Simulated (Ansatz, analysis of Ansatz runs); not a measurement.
# Reproducing a measured charge-transition level: Fe on the Ga site in GaP

How near does this set-up come to the measured charge-transition level? Subject: Fe on the Ga site in GaP. Set-up: HSE06 on PBE structures, 32-site cell, PBE lattice, 420 eV, k: 2x2x2 shifted 0.5 0.5 0.5 then the zone centre alone. The model is a cell of 32 host atoms with 1 Ga taken out and 1 Fe put in. The level is the Fermi energy at which two charge states have equal formation energy, after a correction for the images of the charge. Exact exchange opens the gap, stiffens bonds and lessens the self-interaction error, at many times the cost.

Measured beforehand: (0/-1) level above the valence-band top: 0.86 eV, by absorption of a p-i-n diode (quoted in “Electronic structure of transition-atom impurities in GaP”, 1985, V. A. Singh and Alex Zunger, quoting earlier work (1979)). (0/-1) level above the valence-band top: 0.82 eV, by thermal emission rates and capture cross sections (transition enthalpy) (quoted in “Electronic structure of transition-atom impurities in GaP”, 1985, V. A. Singh and Alex Zunger, quoting earlier work (1983)). The calculation is set beside it at the end.

Method: plane-wave PAW DFT, PBE; relaxation of all atoms of a defect supercell, in Ansatz 0.2.0.

Most raw output is cut from this account.

In doubt: a hybrid run on one k-point (steps 4, 5), which bears on gaps, levels and energies; the hybrid run may have settled on a false gap or state (step 5), so the values of those runs are not to be relied on.

## (1) Set-up

The cell holds 32 atoms: 15 Ga, 1 Fe and 16 P. Its edges and angles: a = 9.535 Å, b = 9.535 Å, c = 9.535 Å, α = 109.5°, β = 109.5°, γ = 109.5°. It derives from GaP (space group F-43m). Nearest the centre at fractional (0.250, 0.500, 0.250): Fe7 at 0.00 Å, P22 at 2.38 Å, P19 at 2.38 Å, P23 at 2.38 Å, P28 at 2.38 Å, Ga3 at 3.89 Å, Ga16 at 3.89 Å, Ga11 at 3.89 Å.

The host's primitive cell comes from a first run (plane-wave PAW DFT, PBE; relaxation of the host's cell and atoms): vectors of 3.893, 3.893 and 3.893 Å. That is 20.86 Å³ an atom, 3.0 % over the diffraction cell's volume. The supercell is built on it.

## (2) Relaxation, charge 0

Every later number rests on the structure around the defect, so the atoms are relaxed at the host's lattice first.

relax0/input.yaml

```yaml
relax:
  f_tol: 0.02
  max_steps: 80
  random_displacement: { amplitude: 0.05, seed: 25 }
crystal:
  lattice:
    - [-5.50512848, 5.50512848, -5.50512848]
    - [5.50512848, 5.50512848, 5.50512848]
    - [5.50512848, -5.50512848, -5.50512848]
  atoms:
    - { symbol: Ga, position: [0.0, 0.0, 0.0] }
    - { symbol: Ga, position: [0.0, 0.25, 0.75] }
    - { symbol: Ga, position: [0.0, 0.5, 0.5] }
    - { symbol: Ga, position: [0.0, 0.75, 0.25] }
    - { symbol: Ga, position: [0.25, 0.0, 0.75] }
    - { symbol: Ga, position: [0.25, 0.25, 0.5] }
    - { symbol: Fe, position: [0.25, 0.5, 0.25], spin: 5.0 }
    - { symbol: Ga, position: [0.25, 0.75, 0.0] }
    - { symbol: Ga, position: [0.5, 0.0, 0.5] }
    - { symbol: Ga, position: [0.5, 0.25, 0.25] }
    - { symbol: Ga, position: [0.5, 0.5, 0.0] }
    - { symbol: Ga, position: [0.5, 0.75, 0.75] }
    - { symbol: Ga, position: [0.75, 0.0, 0.25] }
    - { symbol: Ga, position: [0.75, 0.25, 0.0] }
    - { symbol: Ga, position: [0.75, 0.5, 0.75] }
    - { symbol: Ga, position: [0.75, 0.75, 0.5] }
    - { symbol: P, position: [0.0, 0.0, 0.75] }
    - { symbol: P, position: [0.0, 0.25, 0.5] }
    - { symbol: P, position: [0.0, 0.5, 0.25] }
    - { symbol: P, position: [0.0, 0.75, 0.0] }
    - { symbol: P, position: [0.25, 0.0, 0.5] }
    - { symbol: P, position: [0.25, 0.25, 0.25] }
    - { symbol: P, position: [0.25, 0.5, 0.0] }
    - { symbol: P, position: [0.25, 0.75, 0.75] }
    - { symbol: P, position: [0.5, 0.0, 0.25] }
    - { symbol: P, position: [0.5, 0.25, 0.0] }
    - { symbol: P, position: [0.5, 0.5, 0.75] }
    - { symbol: P, position: [0.5, 0.75, 0.5] }
    - { symbol: P, position: [0.75, 0.0, 0.0] }
    - { symbol: P, position: [0.75, 0.25, 0.75] }
    - { symbol: P, position: [0.75, 0.5, 0.5] }
    - { symbol: P, position: [0.75, 0.75, 0.25] }
  host:
    repeats: [1, 1, 1]
    atoms:
      - { symbol: Ga, position: [0.0, 0.0, 0.0] }
      - { symbol: Ga, position: [0.0, 0.25, 0.75] }
      # ... 30 more atoms of the perfect host
basis:
  ecutwfc: 420
  xc_grid: 2
hamiltonian:
  xc: pbe
kpoints:
  mp_grid: { grid: [2, 2, 2], shift: [0.5, 0.5, 0.5] }
magnetization:
  spin_polarized: true
  initial_magnetization: 5
  spin_locking: { lock_magnetization: hard }
scf:
  occupations: { method: fermi_dirac, width: 0.01 }
  max_iter: 120
output:
  forces: true
  charged_corrections:
    epsilon: 10.62
    static_epsilon: 12.85
    defect_position: [0.25, 0.5, 0.25]
checkpoint:
  write: "../relax0.run"
  compress: false
  write_wavefunctions: true
  write_every: 100000
```

Run with:

```
> ansatz run input.yaml --threads 4 --pin off --max-ram 7536MiB --backend cpu --events-out ev --progress --plain --runs-dir out
```

It took 1.8 min on 4 threads of Intel Xeon Platinum 8488C (Sapphire Rapids), shared host; peak memory 2.9 GiB; 6.7 min of CPU time.

Step by step:

```tsv
step	energy less that of the first step (eV)	largest force component (eV/Å)
1	0.0000	0.8859
2	-0.4030	0.3048
3	-0.4555	0.0060
4	-0.4555	0.0060
```

The atoms that moved most (Å, from the sites as typed, ahead of the random displacement, the mean shift of all atoms taken out):

```tsv
atom	dx	dy	dz	length
P23	0.029	-0.030	-0.029	0.051
P28	-0.029	-0.028	0.029	0.050
P19	-0.028	0.029	-0.029	0.050
P22	0.028	0.029	0.029	0.049
Ga12	-0.006	0.006	0.006	0.011
Ga8	-0.005	-0.006	-0.007	0.010
Ga14	0.004	0.007	-0.007	0.010
Ga6	-0.006	0.006	0.006	0.010
```

The relaxed structure:

```xyz
32
Lattice="-5.5051 5.5051 -5.5051 5.5051 5.5051 5.5051 5.5051 -5.5051 -5.5051" Properties=species:S:1:pos:R:3 pbc="T T T"
Ga    0.0108    0.0029   -0.0065
Ga    5.5131   -2.7494   -2.7596
Ga    5.5050    0.0034    0.0023
Ga    5.5032    2.7461    2.7457
Ga    2.7579   -2.7555   -5.5089
Ga    2.7504    0.0038   -2.7493
Fe    2.7572    2.7498   -0.0030
Ga    2.7511    5.4974    2.7433
Ga   -0.0002   -0.0089   -5.5108
Ga    0.0077    2.7471   -2.7491
Ga    0.0099    5.4979    0.0033
Ga    5.5028    2.7562   -2.7487
Ga   -2.7476    2.7499   -5.5080
Ga   -2.7444    5.5099   -2.7615
Ga    2.7570    2.7499   -5.5082
Ga    2.7610    5.4977   -2.7501
P     4.1355   -4.1313   -4.1316
P     4.1324   -1.3750   -1.3783
P     4.1051    1.4033    1.3448
P     4.1324    4.1277    4.1241
P     1.3790   -1.3802   -4.1312
P     1.4080    1.4037   -1.3502
P     1.4090    4.0963    1.3447
P     6.8831    1.3745   -1.3796
P    -1.3719    1.3717   -4.1314
P    -1.3704    4.1285   -1.3787
P     4.1325    1.3744   -4.1282
P     4.1038    4.0990   -1.3494
P    -4.1241    4.1284   -4.1313
P     1.3796    1.3743   -6.8861
P     1.3803    4.1261   -4.1290
P     1.3804    6.8769   -1.3786
```

Neighbours of Fe7 at the end:

```tsv
atom	distance (Å)
P28	2.334
P19	2.334
P23	2.334
P22	2.334
Ga12	3.883
Ga14	3.883
Ga6	3.884
Ga1	3.884
Ga8	3.885
Ga9	3.885
Ga3	3.885
Ga4	3.885
Ga16	3.886
Ga11	3.886
Ga10	3.886
Ga2	3.887
```

Numbers from this step:

```yaml
free_energy: -73328.5554 eV
total_moment: 5 μB
integral_of_the_absolute_spin_density: 5.013 μB
spin_contamination: 0.02591
```

The relaxation ends 14 meV an atom lower than the displaced start, with a largest force component of 0.0060 eV/Å.

## (3) Relaxation, charge −1

The input displaces the atoms at random before the relaxation, so that it can leave a symmetric saddle if there is one.

relax1/input.yaml

```yaml
relax:
  f_tol: 0.02
  max_steps: 80
  random_displacement: { amplitude: 0.05, seed: 25 }
crystal:
  lattice:
    - [-5.50512848, 5.50512848, -5.50512848]
    - [5.50512848, 5.50512848, 5.50512848]
    - [5.50512848, -5.50512848, -5.50512848]
  atoms:
    - { symbol: Ga, position: [0.0, 0.0, 0.0] }
    - { symbol: Ga, position: [0.0, 0.25, 0.75] }
    - { symbol: Ga, position: [0.0, 0.5, 0.5] }
    - { symbol: Ga, position: [0.0, 0.75, 0.25] }
[... 1 atom line left out ...]
    - { symbol: Ga, position: [0.25, 0.25, 0.5] }
    - { symbol: Fe, position: [0.25, 0.5, 0.25], spin: 4.0 }
    - { symbol: Ga, position: [0.25, 0.75, 0.0] }
[... 2 atom lines left out ...]
    - { symbol: Ga, position: [0.5, 0.5, 0.0] }
    - { symbol: Ga, position: [0.5, 0.75, 0.75] }
[... 3 atom lines left out ...]
    - { symbol: Ga, position: [0.75, 0.75, 0.5] }
[... 2 atom lines left out ...]
    - { symbol: P, position: [0.0, 0.5, 0.25] }
[... 2 atom lines left out ...]
    - { symbol: P, position: [0.25, 0.25, 0.25] }
    - { symbol: P, position: [0.25, 0.5, 0.0] }
[... 4 atom lines left out ...]
    - { symbol: P, position: [0.5, 0.75, 0.5] }
[... 3 atom lines left out ...]
    - { symbol: P, position: [0.75, 0.75, 0.25] }
  host:
    repeats: [1, 1, 1]
    atoms:
      - { symbol: Ga, position: [0.0, 0.0, 0.0] }
      - { symbol: Ga, position: [0.0, 0.25, 0.75] }
      # ... 30 more atoms of the perfect host
total_charge: -1
basis:
  ecutwfc: 420
  xc_grid: 2
hamiltonian:
  xc: pbe
kpoints:
  mp_grid: { grid: [2, 2, 2], shift: [0.5, 0.5, 0.5] }
magnetization:
  spin_polarized: true
  initial_magnetization: 4
  spin_locking: { lock_magnetization: hard }
scf:
  occupations: { method: fermi_dirac, width: 0.01 }
  max_iter: 120
output:
  forces: true
  charged_corrections:
    epsilon: 10.62
    static_epsilon: 12.85
    defect_position: [0.25, 0.5, 0.25]
checkpoint:
  write: "../relax1.run"
  compress: false
  write_wavefunctions: true
  write_every: 100000
```

Wall time 3.2 min (4 threads); peak memory 3 GiB; 13 min of CPU time.

Relaxation path:

```tsv
step	energy less that of the first step (eV)	largest force component (eV/Å)
1	0.0000	0.8819
2	-0.4818	0.3233
3	-0.5423	0.0267
4	-0.5427	0.0044
```

The atoms that moved most (Å, from the sites as typed, ahead of the random displacement, the mean shift of all atoms taken out):

```tsv
atom	dx	dy	dz	length
P23	0.042	-0.042	-0.033	0.068
P22	0.042	0.041	0.032	0.067
P28	-0.042	-0.040	0.032	0.066
P19	-0.041	0.040	-0.033	0.066
Ga11	0.019	-0.018	0.022	0.034
Ga1	0.019	0.018	-0.021	0.034
Ga12	-0.015	0.028	0.012	0.034
Ga3	-0.018	0.018	0.022	0.034
```

Final coordinates:

```xyz
32
Lattice="-5.5051 5.5051 -5.5051 5.5051 5.5051 5.5051 5.5051 -5.5051 -5.5051" Properties=species:S:1:pos:R:3 pbc="T T T"
Ga    0.0233    0.0164   -0.0236
Ga    5.5227   -2.7259   -2.7663
Ga    5.4912    0.0161    0.0198
Ga    5.4941    2.7225    2.7394
Ga    2.7567   -2.7548   -5.5080
Ga    2.7276    0.0113   -2.7447
Fe    2.7571    2.7503   -0.0028
Ga    2.7278    5.4897    2.7388
Ga   -0.0140   -0.0205   -5.5288
Ga    0.0180    2.7227   -2.7431
Ga    0.0233    5.4849    0.0196
Ga    5.4941    2.7787   -2.7433
Ga   -2.7478    2.7504   -5.5078
Ga   -2.7207    5.5163   -2.7662
Ga    2.7568    2.7503   -5.5082
Ga    2.7847    5.4899   -2.7447
P     4.1403   -4.1258   -4.1340
P     4.1279   -1.3707   -1.3766
P     4.0915    1.4147    1.3413
P     4.1343    4.1296    4.1228
P     1.3726   -1.3841   -4.1335
P     1.4219    1.4153   -1.3464
P     1.4220    4.0853    1.3409
P     6.8778    1.3793   -1.3760
P    -1.3767    1.3669   -4.1332
P    -1.3649    4.1224   -1.3759
P     4.1342    1.3724   -4.1275
P     4.0910    4.0868   -1.3462
P    -4.1201    4.1333   -4.1332
P     1.3783    1.3724   -6.8879
P     1.3791    4.1283   -4.1275
P     1.3852    6.8723   -1.3765
```

Neighbours of Fe7 at the end:

```tsv
atom	distance (Å)
P23	2.317
P28	2.317
P22	2.317
P19	2.317
Ga1	3.866
Ga3	3.867
Ga9	3.867
Ga11	3.867
Ga12	3.873
Ga4	3.874
Ga10	3.875
Ga14	3.876
Ga6	3.876
Ga8	3.876
Ga2	3.876
Ga16	3.876
```

Numbers from this step:

- free energy: -73321.5158 eV
- smearing term TS: 0.001525 eV
- total moment: 4 μB
- integral of the absolute spin density: 4.047 μB
- spin contamination: 0.04854

The relaxation ends 17 meV an atom lower than the displaced start, with a largest force component of 0.0044 eV/Å.

## (4) Single point, charge 0

The relaxed structure is kept, and the final numbers are taken at the final level and k-points.

This step: plane-wave PAW DFT, HSE06; single point of a defect supercell on the structure relaxed with PBE.

point0/input.yaml

```yaml
crystal:
  lattice:
    - [-5.50512848, 5.50512848, -5.50512848]
    - [5.50512848, 5.50512848, 5.50512848]
    - [5.50512848, -5.50512848, -5.50512848]
  atoms:
    - { symbol: Ga, position: [0.000849994, 0.001236139, 0.001567499] }
    - { symbol: Ga, position: [0.000927327, 0.251007489, 0.751365153] }
[... 4 atom lines left out ...]
    - { symbol: Fe, position: [0.250022933, 0.50016582, 0.250690321], spin: 5.0 }
    - { symbol: Ga, position: [0.250142006, 0.749164427, 0.000714098] }
[... 1 atom line left out ...]
    - { symbol: Ga, position: [0.499189933, 0.250209042, 0.250384816] }
    - { symbol: Ga, position: [0.499042028, 0.500242198, 0.000594826] }
[... 2 atom lines left out ...]
    - { symbol: Ga, position: [0.751247515, 0.251170907, 0.001550808] }
[... 1 atom line left out ...]
    - { symbol: Ga, position: [0.749099049, 0.750086228, 0.500538677] }
[... 2 atom lines left out ...]
    - { symbol: P, position: [0.00531497, 0.500297646, 0.250702045] }
[... 2 atom lines left out ...]
    - { symbol: P, position: [0.250121851, 0.25536857, 0.250507916] }
    - { symbol: P, position: [0.249920369, 0.500016698, 0.005841378] }
[... 4 atom lines left out ...]
    - { symbol: P, position: [0.49484443, 0.745007388, 0.495278874] }
[... 3 atom lines left out ...]
    - { symbol: P, position: [0.749797392, 0.74996438, 0.250582176] }
  host:
    repeats: [1, 1, 1]
    atoms:
      - { symbol: Ga, position: [0.0, 0.0, 0.0] }
      - { symbol: Ga, position: [0.0, 0.25, 0.75] }
      # ... 30 more atoms of the perfect host
basis:
  ecutwfc: 420
  xc_grid: 2
hamiltonian:
  xc: hse06
kpoints:
  mp_grid: { grid: [1, 1, 1] }
magnetization:
  spin_polarized: true
  initial_magnetization: 5
  spin_locking: { lock_magnetization: hard }
scf:
  occupations: { method: fermi_dirac, width: 0.01 }
  max_iter: 120
output:
  forces: true
  charged_corrections:
    epsilon: 10.62
    static_epsilon: 12.85
    defect_position: [0.25, 0.5, 0.25]
  eigenvalues: true
checkpoint:
  read: "../relax0.run"
  write: "../point0.run"
  compress: false
  write_wavefunctions: true
  write_every: 100000
```

The job ended after 85 s (4 threads; peak memory 1.8 GiB; 5 min of CPU time).

This step gave:

```
free energy                           : -73341.4325 eV
total moment                          : 5 μB
integral of the absolute spin density : 5.169 μB
spin contamination                    : 0.06014
```

## (5) Single point, charge −1

This step: plane-wave PAW DFT, HSE06; single point of a defect supercell on the structure relaxed with PBE.

point1/input.yaml

```yaml
crystal:
  lattice:
    - [-5.50512848, 5.50512848, -5.50512848]
    - [5.50512848, 5.50512848, 5.50512848]
    - [5.50512848, -5.50512848, -5.50512848]
  atoms:
    - { symbol: Ga, position: [0.003629306, 0.00360348, 0.00425889] }
    - { symbol: Ga, position: [0.003664017, 0.254012642, 0.752841399] }
    - { symbol: Ga, position: [-0.000337791, 0.500191615, 0.4969344] }
[... 3 atom lines left out ...]
    - { symbol: Fe, position: [0.250041981, 0.500206876, 0.250665682], spin: 4.0 }
    - { symbol: Ga, position: [0.249848903, 0.746351267, -0.00100325] }
    - { symbol: Ga, position: [0.500284083, -0.00313454, 0.500882182] }
    - { symbol: Ga, position: [0.49643257, 0.248922201, 0.250772043] }
    - { symbol: Ga, position: [0.496384034, 0.500278724, 0.000334577] }
[... 7 atom lines left out ...]
    - { symbol: P, position: [0.006661291, 0.500091175, 0.249778814] }
[... 2 atom lines left out ...]
    - { symbol: P, position: [0.250825696, 0.257679491, 0.251426489] }
    - { symbol: P, position: [0.249253581, 0.500196315, 0.007368897] }
[... 4 atom lines left out ...]
    - { symbol: P, position: [0.493455241, 0.742745341, 0.493830392] }
[... 3 atom lines left out ...]
    - { symbol: P, position: [0.749199496, 0.749985481, 0.250832485] }
  host:
    repeats: [1, 1, 1]
    atoms:
      - { symbol: Ga, position: [0.0, 0.0, 0.0] }
      - { symbol: Ga, position: [0.0, 0.25, 0.75] }
      # ... 30 more atoms of the perfect host
total_charge: -1
basis:
  ecutwfc: 420
  xc_grid: 2
hamiltonian:
  xc: hse06
kpoints:
  mp_grid: { grid: [1, 1, 1] }
magnetization:
  spin_polarized: true
  initial_magnetization: 4
  spin_locking: { lock_magnetization: hard }
scf:
  occupations: { method: fermi_dirac, width: 0.01 }
  max_iter: 120
output:
  forces: true
  charged_corrections:
    epsilon: 10.62
    static_epsilon: 12.85
    defect_position: [0.25, 0.5, 0.25]
  eigenvalues: true
checkpoint:
  read: "../relax1.run"
  write: "../point1.run"
  compress: false
  write_wavefunctions: true
  write_every: 100000
```

It took 2 min on 4 threads; peak memory 1.9 GiB; 7.2 min of CPU time.

This step gave:

| Item | Value |
| --- | --- |
| free energy | -73334.2482 eV |
| total moment | 4 μB |
| integral of the absolute spin density | 4.251 μB |
| spin contamination | 0.07569 |

## (6) Charge-transition levels

A charged cell feels its images and has its own zero of potential; this step corrects both and places the level between the host's band edges.

This step: place-levels on HSE06 runs: charge-transition levels with image-charge correction and potential alignment at the atomic sites.

levels.yaml

```yaml
host:
  run: host.point.run
states: [point0.run, point1.run]
geometry_from:
  point0.run: relax0.run
  point1.run: relax1.run
```

Run with:

```
> ansatz place-levels levels.yaml -- --threads 4 --pin off --max-ram 7536MiB
```

It took 0.82 s on 4 threads.

Numbers from this step:

* gap: 2.388 eV

## (7) Summary of results

| Property | Result |
| --- | --- |
| static dielectric constant used | 12.8 |
| band gap of the host | 2.39 eV |
| (0/-1) level above the valence-band top | 1.07 eV |
| time of the whole chain | 9.4 min on 4 threads |

What this shows: (0/-1) level above the valence-band top: computed 1.07 eV, measured 0.86 eV and 0.82 eV; 0.21 eV above the nearest measurement. The level is counted in a gap of 2.39 eV, and the correction is screened by a dielectric constant of 12.8 from a linear-response run on the host (PBE). The total moment is locked at the high-spin value, which doesn't force the spin onto the d shell; spin-orbit coupling, which lowers the gap of these hosts' heavier members, is left out. Limits: the total moment of each charge state is locked at an assumed value; the band edges were read at the supercell's own k-points, which can miss the true edges by tenths of an eV; the zone centre alone is a coarse sampling for this cell; the structure comes from another functional than the final numbers.

[Logs are printed without paths, hosts, clocks, repeated set-up lines and the standing remarks that a program may print on its own settings, such as how far it seeks lower states.]

[Hosts, paths, dates, database ids (printed as entryN), source tags and the programs' standing remarks are cut or masked in the printed files.]

[For some hosts the program warned that the k-mesh of the response run may be too coarse for force constants and the static dielectric constant; such warnings are not shown here.]
